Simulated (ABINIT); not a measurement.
# CdS (Hawleyite): changed settings of a GW run in ABINIT

Aim: change inputs of a GW run on CdS (Hawleyite) and see what moves.

Method: PBE and many-body steps on it, plane waves, in ABINIT 10.8.3.

**1. The structure**

The structure is cubic, space group F-43m (No. 216). Conventional cell: a = 5.916 Å, b = 5.916 Å, c = 5.916 Å, α = 90.00°, β = 90.00°, γ = 90.00°. Nearest to Cd lie 4 S at 2.56 Å. S has 4 Cd at 2.56 Å nearest. Farther neighbours and most contacts between anions are not listed.

 The runs that relaxed it are not among those shown.

**2. Screening, 4×4×4 mesh, 81 bands, screening to 136.1 eV**

This step: ABINIT 10.8.3; RPA screening on PBE, plane waves, norm-conserving pseudopotentials.

The RPA dielectric matrix is built and inverted for each q.

run.abi reads:

```
acell 3*1.0 Angstrom
rprim 
  0.000000000000 2.958200000000 2.958200000000
  2.958200000000 0.000000000000 2.958200000000
  2.958200000000 2.958200000000 -0.000000000000
ntypat 2
znucl 48 16
natom 2
typat 1 2
xred 
  0.000000000000 0.000000000000 0.000000000000
  0.250000000000 0.250000000000 0.250000000000
pp_dirpath "pseudos"
pseudos "Cd.upf, S.upf"
ecut 47
ngkpt 4 4 4
nshiftk 1
shiftk 0 0 0
kptopt 1
chksymbreak 0
istwfk *1
occopt 1
irdwfk 1
optdriver 3
nband 81
ecuteps 5
inclvkb 2
awtr 1
symchi 1
indata_prefix "in"
outdata_prefix "out"
tmpdata_prefix "tmp"
```

Started as:

```console
OMP_NUM_THREADS=1 mpirun -n 4 abinit run.abi > log
```

What it wrote:

```text
.Version 10.8.3 of ABINIT. v10.8.2 released Aug 2026.

 Symmetries : space group F-4 3 m (#216); Bravais cF (face-center cubic)
[... echo of the input left out ...]
== DATASET  1 ==================================================================
-   mpi_nproc: 4, omp_nthreads: 1 (-1 if OMP is not activated)

--- !DatasetInfo
iteration_state: {dtset: 1, }
dimensions: {natom: 2, nkpt: 8, mband: 81, nsppol: 1, nspinor: 1, nspden: 1, mpw: 5410, }
cutoff_energies: {ecut:  47.0, pawecutdg:  -1.0, }
electrons: {nelect:   2.60000000E+01, charge:   0.00000000E+00, occopt:   1.00000000E+00, tsmear:   1.00000000E-02, }

 SCREENING: Calculation of the susceptibility and dielectric matrices

 Based on a program developped by R.W. Godby, V. Olevano, G. Onida, and L. Reining.
 Incorporated in ABINIT by V. Olevano, G.-M. Rignanese, and M. Torrent.
.Using double precision arithmetic ; gwpc =  8

[... cell and pseudopotentials left out ...]
--------------------------------------------------------------------------------

 ==== K-mesh for the wavefunctions ====
 Number of points in the irreducible wedge :     8
[... list of points left out ...]
 Together with 24 symmetry operations and time-reversal symmetry
 yields    64 points in the full Brillouin Zone.

 ==== Q-mesh for the screening function ====
 Number of points in the irreducible wedge :     8
[... list of points left out ...]
 Together with 24 symmetry operations and time-reversal symmetry
 yields    64 points in the full Brillouin Zone.

 setmesh: FFT mesh size selected  =    32x   32x   32
          total number of points  =        32768

 vcoul_init : cutoff-mode = AUXILIARY_FUNCTION
 q-points for optical limit:   1
     1)      0.000010    0.000020    0.000030

- screening: taking advantage of time-reversal symmetry
- Maximum band index for partially occupied states nbvw = 13
- Remaining bands to be divided among processors   nbcw = 68
- Number of bands treated by each node ~17

 Number of electrons calculated from density =   26.0000; Expected =   26.0000
 average of density, n =  0.074416
 r_s =    1.4749
 omega_plasma =   26.3140 [eV]

 calculating chi0 at frequencies [eV] :
  1    0.000000E+00    0.000000E+00
  2    0.000000E+00    2.631405E+01

--------------------------------------------------------------------------------
  q-point number  1        q = ( 0.000000, 0.000000, 0.000000) [r.l.u.]
--------------------------------------------------------------------------------
[... chi0 elements left out ...]
 For q-point:  0.000010 0.000020 0.000030
  dielectric constant =  12.1239
  dielectric constant without local fields =  12.8485

  Average fulfillment of the sum rule on Im[epsilon] for q-point    1 :     53.85  [%]
[... wings left out ...]
  q-point number  2        q = ( 0.250000, 0.000000, 0.000000) [r.l.u.]
--------------------------------------------------------------------------------
[... chi0 elements left out ...]
  Average fulfillment of the sum rule on Im[epsilon] for q-point    2 :     67.92  [%]

 [... 6 further q-points ...]
```

The job ended after 23 s (4 MPI ranks of Arm Neoverse V1, shared host; peak memory 0.98 GiB).

Numbers from this step:

```yaml
eps_infinity_with_local_fields_on_this_mesh_along_the_program_s_q_direction: 12.12
the_same_without_local_fields: 12.85
plasma_frequency: 26.31 eV
plane_waves_in_the_screening_matrix: 169
```

Local fields lower ε∞ by 6 %. On a Γ-centred mesh this coarse the value itself is usually too large, while a short band sum pulls it down.

**3. Base**

The self-energy is evaluated for the states that the input lists, and the levels follow from it, in one-shot runs by the linearised quasiparticle equation.

This step: G0W0 on PBE, plane waves, norm-conserving pseudopotentials.

run.abi: that of step 2 with these lines changed.

```diff
@@ -23,8 +23,15 @@
 irdwfk 1
-optdriver 3
+optdriver 4
 nband 81
+gwcalctyp 0
+ecutsigx 47
+symsigma 1
+nkptgw 1
+kptgw 
+  0.0000000000 0.0000000000 0.0000000000
+bdgw 
+  11 17
 ecuteps 5
-inclvkb 2
-awtr 1
-symchi 1
+irdscr 1
+ppmodel 1
 indata_prefix "in"
```

What it wrote:

```text
.Version 10.8.3 of ABINIT. v10.8.2 released Aug 2026.

 Symmetries : space group F-4 3 m (#216); Bravais cF (face-center cubic)
[... echo of the input left out ...]
== DATASET  1 ==================================================================
-   mpi_nproc: 4, omp_nthreads: 1 (-1 if OMP is not activated)

--- !DatasetInfo
iteration_state: {dtset: 1, }
dimensions: {natom: 2, nkpt: 8, mband: 81, nsppol: 1, nspinor: 1, nspden: 1, mpw: 5410, }
cutoff_energies: {ecut:  47.0, pawecutdg:  -1.0, }
electrons: {nelect:   2.60000000E+01, charge:   0.00000000E+00, occopt:   1.00000000E+00, tsmear:   1.00000000E-02, }

 SIGMA: Calculation of the GW corrections

 Based on a program developped by R.W. Godby, V. Olevano, G. Onida, and L. Reining.
 Incorporated in ABINIT by V. Olevano, G.-M. Rignanese, and M. Torrent.
.Using double precision arithmetic ; gwpc =  8

[... cell and pseudopotentials left out ...]
--------------------------------------------------------------------------------

 ==== K-mesh for the wavefunctions ====
 Number of points in the irreducible wedge :     8
[... list of points left out ...]
 Together with 24 symmetry operations and time-reversal symmetry
 yields    64 points in the full Brillouin Zone.

 ==== Q-mesh for screening function ====
 Number of points in the irreducible wedge :     8
[... list of points left out ...]
 Together with 24 symmetry operations and time-reversal symmetry
 yields    64 points in the full Brillouin Zone.

 vcoul_init : cutoff-mode = AUXILIARY_FUNCTION
 q-points for optical limit:   1
     1)      0.000010    0.000020    0.000030
 setmesh: FFT mesh size selected  =    50x   50x   50
          total number of points  =       125000

 Number of electrons calculated from density =   26.0000; Expected =   26.0000
 average of density, n =  0.074416
 r_s =    1.4749
 omega_plasma =   26.3140 [eV]

 === KS Band Gaps ===
  >>>> For spin  1
   Minimum direct gap =   1.0517 [eV], located at k-point      :   0.0000  0.0000  0.0000
   Fundamental gap    =   1.0517 [eV], Top of valence bands at :   0.0000  0.0000  0.0000
                                       Bottom of conduction at :   0.0000  0.0000  0.0000
 SIGMA fundamental parameters:
 PLASMON POLE MODEL  1
 number of plane-waves for SigmaX                 5329
 number of plane-waves for SigmaC and W            169
 number of plane-waves for wavefunctions          5329
 number of bands                                    81
 number of independent spin polarizations            1
 number of spinorial components                      1
 number of k-points in IBZ                           8
 number of q-points in IBZ                           8
 number of symmetry operations                      24
 number of k-points in BZ                           64
 number of q-points in BZ                           64
 number of frequencies for dSigma/dE                 9
 frequency step for dSigma/dE [eV]                0.25
 number of omega for Sigma on real axis              0
 max omega for Sigma on real axis  [eV]           0.00
 zcut for avoiding poles [eV]                     0.10

 EPSILON^-1 parameters (SCR file):
 dimension of the eps^-1 matrix on file            169
 dimension of the eps^-1 matrix used               169
 number of plane-waves for wavefunctions          5329
 number of bands                                    81
 number of q-points in IBZ                           8
 number of frequencies                               2
 number of real frequencies                          1
 number of imag frequencies                          1

 matrix elements of self-energy operator (all in [eV])

 Perturbative Calculation

--- !SelfEnergy_ee
iteration_state: {dtset: 1, }
kpoint     : [   0.000,    0.000,    0.000, ]
spin       : 1
KS_gap     :    1.052
QP_gap     :    1.917
Delta_QP_KS:    0.865
data: !SigmaeeData |
     Band     E0 <VxcDFT>   SigX SigC(E0)      Z dSigC/dE  Sig(E)    E-E0       E
       11   3.886 -15.122 -18.135   2.291   0.778  -0.285 -15.684  -0.562   3.324
       12   3.886 -15.122 -18.135   2.291   0.778  -0.285 -15.684  -0.562   3.324
       13   3.886 -15.122 -18.135   2.291   0.778  -0.285 -15.684  -0.562   3.324
       14   4.937 -10.572  -6.678  -3.520   0.810  -0.234 -10.269   0.303   5.241
       15  10.422 -10.464  -5.655  -4.156   0.807  -0.240  -9.937   0.527  10.949
       16  10.422 -10.464  -5.655  -4.156   0.807  -0.240  -9.937   0.527  10.949
       17  10.422 -10.464  -5.655  -4.156   0.807  -0.240  -9.937   0.527  10.949

== END DATASET(S) ==============================================================
================================================================================

 -outvars: echo values of variables after computation  --------
           etotal      0.0000000000E+00
            nband          81
             nkpt           8
          spgroup         216
 [... the other variables as echoed above ...]

 Calculation completed.
```

The job ended after 4.8 s (4 MPI ranks; peak memory 0.73 GiB).

This step gave:

```
G0W0 gap on the points computed              : 1.917 eV
starting gap on the mesh                     : 1.051 eV
k of the valence top                         : 0, 0, 0
k of the conduction bottom                   : 0, 0, 0
Z at the valence top                         : 0.778
Z at the conduction bottom                   : 0.81
least direct G0W0 gap on the computed points : 1.917 eV
```

The gap on the mesh goes from 1.05 eV to 1.92 eV, a correction of +0.87 eV.

**4. Scissors in G**

run.abi: that of step 3 with these lines changed.

```diff
@@ -36,2 +36,3 @@
 ppmodel 1
+mbpt_sciss 0.5 eV
 indata_prefix "in"
```

What it wrote:

```text
.Version 10.8.3 of ABINIT. v10.8.2 released Aug 2026.

 Symmetries : space group F-4 3 m (#216); Bravais cF (face-center cubic)
[... echo of the input left out ...]
== DATASET  1 ==================================================================
-   mpi_nproc: 4, omp_nthreads: 1 (-1 if OMP is not activated)

--- !DatasetInfo
iteration_state: {dtset: 1, }
dimensions: {natom: 2, nkpt: 8, mband: 81, nsppol: 1, nspinor: 1, nspden: 1, mpw: 5410, }
cutoff_energies: {ecut:  47.0, pawecutdg:  -1.0, }
electrons: {nelect:   2.60000000E+01, charge:   0.00000000E+00, occopt:   1.00000000E+00, tsmear:   1.00000000E-02, }

 SIGMA: Calculation of the GW corrections

 Based on a program developped by R.W. Godby, V. Olevano, G. Onida, and L. Reining.
 Incorporated in ABINIT by V. Olevano, G.-M. Rignanese, and M. Torrent.
.Using double precision arithmetic ; gwpc =  8

[... cell and pseudopotentials left out ...]
--------------------------------------------------------------------------------

 ==== K-mesh for the wavefunctions ====
 Number of points in the irreducible wedge :     8
[... list of points left out ...]
 Together with 24 symmetry operations and time-reversal symmetry
 yields    64 points in the full Brillouin Zone.

 ==== Q-mesh for screening function ====
 Number of points in the irreducible wedge :     8
[... list of points left out ...]
 Together with 24 symmetry operations and time-reversal symmetry
 yields    64 points in the full Brillouin Zone.

 vcoul_init : cutoff-mode = AUXILIARY_FUNCTION
 q-points for optical limit:   1
     1)      0.000010    0.000020    0.000030
 setmesh: FFT mesh size selected  =    50x   50x   50
          total number of points  =       125000

 Number of electrons calculated from density =   26.0000; Expected =   26.0000
[...]
number of frequencies for dSigma/dE                 9
 frequency step for dSigma/dE [eV]                0.25
 number of omega for Sigma on real axis              0
 max omega for Sigma on real axis  [eV]           0.00
 zcut for avoiding poles [eV]                     0.10
 scissor energy [eV]                              0.50

 EPSILON^-1 parameters (SCR file):
 dimension of the eps^-1 matrix on file            169
 dimension of the eps^-1 matrix used               169
 number of plane-waves for wavefunctions          5329
 number of bands                                    81
 number of q-points in IBZ                           8
 number of frequencies                               2
 number of real frequencies                          1
 number of imag frequencies                          1

 matrix elements of self-energy operator (all in [eV])

 Perturbative Calculation

--- !SelfEnergy_ee
iteration_state: {dtset: 1, }
kpoint     : [   0.000,    0.000,    0.000, ]
spin       : 1
KS_gap     :    1.052
QP_gap     :    1.970
Delta_QP_KS:    0.918
data: !SigmaeeData |
     Band     E0 <VxcDFT>   SigX SigC(E0)      Z dSigC/dE  Sig(E)    E-E0       E
       11   3.886 -15.122 -18.135   2.324   0.779  -0.284 -15.659  -0.537   3.348
       12   3.886 -15.122 -18.135   2.324   0.779  -0.284 -15.659  -0.537   3.348
       13   3.886 -15.122 -18.135   2.324   0.779  -0.284 -15.659  -0.537   3.348
       14   4.937 -10.572  -6.678  -3.541   0.811  -0.233 -10.191   0.381   5.318
       15  10.422 -10.464  -5.655  -4.168   0.807  -0.239  -9.850   0.613  11.035
       16  10.422 -10.464  -5.655  -4.168   0.807  -0.239  -9.850   0.613  11.035
       17  10.422 -10.464  -5.655  -4.168   0.807  -0.239  -9.850   0.613  11.035

== END DATASET(S) ==============================================================
================================================================================

 -outvars: echo values of variables after computation  --------
           etotal      0.0000000000E+00
            nband          81
             nkpt           8
          spgroup         216
 [... the other variables as echoed above ...]

 Calculation completed.
```

Elapsed: 4.8 s, on 4 MPI ranks; peak memory 0.73 GiB.

Numbers from this step:

```
G0W0 gap on the points computed              : 1.970 eV
starting gap on the mesh                     : 1.051 eV
k of the valence top                         : 0, 0, 0
k of the conduction bottom                   : 0, 0, 0
Z at the valence top                         : 0.779
Z at the conduction bottom                   : 0.811
least direct G0W0 gap on the computed points : 1.970 eV
```

**5. No symmetry in the self-energy**

run.abi: that of step 4 with these lines changed.

```diff
@@ -27,3 +27,3 @@
 ecutsigx 47
-symsigma 1
+symsigma 0
 nkptgw 1
@@ -36,3 +36,2 @@
 ppmodel 1
-mbpt_sciss 0.5 eV
 indata_prefix "in"
```

What it wrote:

```text
.Version 10.8.3 of ABINIT. v10.8.2 released Aug 2026.

 Symmetries : space group F-4 3 m (#216); Bravais cF (face-center cubic)
[... echo of the input left out ...]
== DATASET  1 ==================================================================
-   mpi_nproc: 4, omp_nthreads: 1 (-1 if OMP is not activated)

--- !DatasetInfo
iteration_state: {dtset: 1, }
dimensions: {natom: 2, nkpt: 8, mband: 81, nsppol: 1, nspinor: 1, nspden: 1, mpw: 5410, }
cutoff_energies: {ecut:  47.0, pawecutdg:  -1.0, }
[...]
15  10.422 -10.464  -5.655  -4.156   0.807  -0.240  -9.937   0.527  10.949
       16  10.422 -10.464  -5.655  -4.156   0.807  -0.240  -9.937   0.527  10.949
       17  10.422 -10.464  -5.655  -4.156   0.807  -0.240  -9.937   0.527  10.949

== END DATASET(S) ==============================================================
================================================================================

 -outvars: echo values of variables after computation  --------
           etotal      0.0000000000E+00
            nband          81
             nkpt           8
          spgroup         216
 [... the other variables as echoed above ...]

 Calculation completed.
```

Wall time 21 s (4 MPI ranks); peak memory 0.94 GiB.

Numbers from this step:

```yaml
g0w0_gap_on_the_points_computed: 1.917 eV
starting_gap_on_the_mesh: 1.051 eV
k_of_the_valence_top: 0, 0, 0
k_of_the_conduction_bottom: 0, 0, 0
least_direct_g0w0_gap_on_the_computed_points: 1.917 eV
```

Against G0W0 in ABINIT (4×4×4 mesh, 81 bands, screening to 136.1 eV, Godby-Needs plasmon pole), the gap moves by +0.000 eV.

**6. Exchange cutoff**

run.abi: that of step 5 with these lines changed.

```diff
@@ -26,4 +26,4 @@
 gwcalctyp 0
-ecutsigx 47
-symsigma 0
+ecutsigx 14.1
+symsigma 1
 nkptgw 1
```

What it wrote:

```text
.Version 10.8.3 of ABINIT. v10.8.2 released Aug 2026.

 Symmetries : space group F-4 3 m (#216); Bravais cF (face-center cubic)
[... echo of the input left out ...]
== DATASET  1 ==================================================================
-   mpi_nproc: 4, omp_nthreads: 1 (-1 if OMP is not activated)

--- !DatasetInfo
iteration_state: {dtset: 1, }
dimensions: {natom: 2, nkpt: 8, mband: 81, nsppol: 1, nspinor: 1, nspden: 1, mpw: 5410, }
cutoff_energies: {ecut:  47.0, pawecutdg:  -1.0, }
electrons: {nelect:   2.60000000E+01, charge:   0.00000000E+00, occopt:   1.00000000E+00, tsmear:   1.00000000E-02, }

 SIGMA: Calculation of the GW corrections

 Based on a program developped by R.W. Godby, V. Olevano, G. Onida, and L. Reining.
 Incorporated in ABINIT by V. Olevano, G.-M. Rignanese, and M. Torrent.
.Using double precision arithmetic ; gwpc =  8

[... cell and pseudopotentials left out ...]
--------------------------------------------------------------------------------

 ==== K-mesh for the wavefunctions ====
 Number of points in the irreducible wedge :     8
[... list of points left out ...]
 Together with 24 symmetry operations and time-reversal symmetry
 yields    64 points in the full Brillouin Zone.

 ==== Q-mesh for screening function ====
 Number of points in the irreducible wedge :     8
[... list of points left out ...]
 Together with 24 symmetry operations and time-reversal symmetry
 yields    64 points in the full Brillouin Zone.

 vcoul_init : cutoff-mode = AUXILIARY_FUNCTION
 q-points for optical limit:   1
     1)      0.000010    0.000020    0.000030
 setmesh: FFT mesh size selected  =    40x   40x   40
          total number of points  =        64000

 Number of electrons calculated from density =   26.0000; Expected =   26.0000
[...]
number of q-points in BZ                           64
 number of frequencies for dSigma/dE                 9
 frequency step for dSigma/dE [eV]                0.25
 number of omega for Sigma on real axis              0
 max omega for Sigma on real axis  [eV]           0.00
 zcut for avoiding poles [eV]                     0.10

 EPSILON^-1 parameters (SCR file):
 dimension of the eps^-1 matrix on file            169
 dimension of the eps^-1 matrix used               169
 number of plane-waves for wavefunctions          5329
 number of bands                                    81
 number of q-points in IBZ                           8
 number of frequencies                               2
 number of real frequencies                          1
 number of imag frequencies                          1

 matrix elements of self-energy operator (all in [eV])

 Perturbative Calculation

--- !SelfEnergy_ee
iteration_state: {dtset: 1, }
kpoint     : [   0.000,    0.000,    0.000, ]
spin       : 1
KS_gap     :    1.052
QP_gap     :    1.832
Delta_QP_KS:    0.780
data: !SigmaeeData |
     Band     E0 <VxcDFT>   SigX SigC(E0)      Z dSigC/dE  Sig(E)    E-E0       E
       11   3.886 -15.122 -17.959   2.291   0.778  -0.285 -15.546  -0.425   3.461
       12   3.886 -15.122 -17.959   2.291   0.778  -0.285 -15.546  -0.425   3.461
       13   3.886 -15.122 -17.959   2.291   0.778  -0.285 -15.546  -0.425   3.461
       14   4.937 -10.572  -6.614  -3.520   0.810  -0.234 -10.217   0.356   5.293
       15  10.422 -10.464  -5.559  -4.156   0.807  -0.240  -9.859   0.605  11.026
       16  10.422 -10.464  -5.559  -4.156   0.807  -0.240  -9.859   0.605  11.026
       17  10.422 -10.464  -5.559  -4.156   0.807  -0.240  -9.859   0.604  11.026

== END DATASET(S) ==============================================================
================================================================================

 -outvars: echo values of variables after computation  --------
           etotal      0.0000000000E+00
            nband          81
             nkpt           8
          spgroup         216
 [... the other variables as echoed above ...]

 Calculation completed.
```

Elapsed: 4.5 s, on 4 MPI ranks; peak memory 0.69 GiB.

Numbers from this step:

```yaml
g0w0_gap_on_the_points_computed: 1.832 eV
starting_gap_on_the_mesh: 1.051 eV
k_of_the_valence_top: 0, 0, 0
k_of_the_conduction_bottom: 0, 0, 0
z_at_the_valence_top: 0.778
z_at_the_conduction_bottom: 0.81
least_direct_g0w0_gap_on_the_computed_points: 1.832 eV
```

[end of part 1 of 2]

[Paths, hosts, dates, memory and timing lines, banners, echoed tables and standing remarks are left out of the program output.]

[Logs are printed without paths, hosts, clocks, repeated set-up lines and the standing remarks that a program may print on its own settings, such as how far it seeks lower states.]

[Runs of the session that timed out or met a known fault of the program may be left out.]

[Hosts, paths, dates, database ids (printed as entryN), source tags and the programs' standing remarks are cut or masked in the printed files.]

[G0W0 gaps are taken among the corrected bands and points alone; a level outside them can change the order at an edge.]

[Where Ansatz stands beside ABINIT at settings called matched, ABINIT's density can come from a denser mesh and the files from another edition; pairs whose starting gaps differed by over 0.03 eV were left out, so agreement reads better than it is.]
